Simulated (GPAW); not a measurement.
Here is a GPAW 26.7.0 calculation.

run.py

```python
from ase import Atoms
from ase.filters import FrechetCellFilter
from ase.io import write
from ase.optimize import BFGS
from ase.units import GPa
from gpaw import GPAW, PW

atoms = Atoms(['Cd', 'S'],
              cell=[[0.0, 2.753244, 2.753244],
                    [2.753244, 0.0, 2.753244],
                    [2.753244, 2.753244, 0.0]],
              scaled_positions=[[0.0, 0.0, 0.0],
                                [0.5, 0.5, 0.5]],
              pbc=True)

calc = GPAW(mode=PW(600),
            xc='PBE',
            kpts={'size': (8, 8, 8), 'gamma': True},
            occupations={'name': 'fermi-dirac', 'width': 0.05},
            nbands=18,
            convergence={'density': 1e-05, 'forces': 0.0001},
            maxiter=150,
            txt='gpaw.txt')
atoms.calc = calc
opt = BFGS(FrechetCellFilter(atoms, scalar_pressure=5 * GPa), trajectory='relax.traj', logfile='-')
done = opt.run(fmax=0.02, steps=60)
calc.write('gs.gpw')
write('result.traj', atoms)
print('Converged:', done)
print('Cell:', atoms.cell.cellpar().round(4))
print('Volume:', round(atoms.get_volume(), 4))
print(atoms.get_scaled_positions().round(5))
```

Potentials or basis: GPAW PAW data sets (gpaw-data 1.2.1), pw.

Command:

```console
$ OMP_NUM_THREADS=1 python run.py
```

(1) Predict the relaxed volume.

(2) What does it give for the band gap on the k mesh?

(3) What does it give for the space group after relaxing (to 0.05 Å)?

## Answers

(1) 19.47 Å³/atom.

(2) 0.23 eV, indirect (least direct gap 2.03 eV).

(3) Fm-3m (No. 225).

Caveat: later steps reuse the first step's grids.
